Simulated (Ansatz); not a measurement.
## Al3Cu: why energy differences converge before total energies

The calculation used DFT r2SCAN, scalar-relativistic, plane waves, PAW (Ansatz).

```yaml
crystal:
  lattice:
    - [2.77841, 0.00000, 0.00000]
    - [0.00000, 2.77841, 0.00000]
    - [0.00000, 0.00000, 7.51340]
  atoms:
    - { symbol: Al, position: [0.00000, 0.00000, 0.50000] }
    - { symbol: Al, position: [0.50000, 0.50000, 0.22612] }
    - { symbol: Al, position: [0.50000, 0.50000, 0.77388] }
    - { symbol: Cu, position: [0.00000, 0.00000, 0.00000] }
```

* Γ-centred k-mesh: 16×16×6
* occupation rule: Gaussian smearing, 0.1 eV
* spin treatment: unpolarised

A second cell has all atoms moved and the lattice slightly strained:

```yaml
crystal:
  lattice:
    - [2.75565, 0.00686, 0.01214]
    - [0.00686, 2.82830, 0.00470]
    - [0.03283, 0.01272, 7.58822]
  atoms:
    - { symbol: Al, position: [0.97711, 0.97777, 0.49685] }
    - { symbol: Al, position: [0.48303, 0.48989, 0.23826] }
    - { symbol: Al, position: [0.47609, 0.53850, 0.76707] }
    - { symbol: Cu, position: [0.00950, 0.01290, 0.00658] }
```

It ran on a 10×10×4 mesh, another than the first cell's, which shifts the difference by nearly the same amount at every cutoff. Both were run at several values of the cutoff; energies per atom at zero smearing, errors against the largest value (600 eV), which isn't proved converged itself.

```tsv
cutoff	error, first cell (meV)	error, second cell (meV)
200 eV	4098.67	4091.41
250 eV	711.77	704.43
300 eV	86.16	85.18
350 eV	8.75	8.73
500 eV	0.29	0.31
```

Question: At the largest value the second cell lies 19.02 meV/atom above the first. What is the error of that difference at each value, and where does each quantity come within 1 meV/atom?

Answer: The error of the difference is the second cell's error less the first's:
| cutoff | difference (meV) | its error (meV) |
| --- | --- | --- |
| 200 eV | 11.76 | -7.26 |
| 250 eV | 11.67 | -7.35 |
| 300 eV | 18.04 | -0.98 |
| 350 eV | 19.00 | -0.02 |
| 500 eV | 19.04 | 0.02 |

The first cell's total energy stays within 1 meV/atom from 500 eV on, the difference from 300 eV on. Most of the error cancels, by a factor of about 97 in the median. A missing short wave mostly misdescribes the region near each nucleus, which both cells share; what doesn't cancel comes largely from the change of volume and bonding.

6 further runs of this set aren't shown.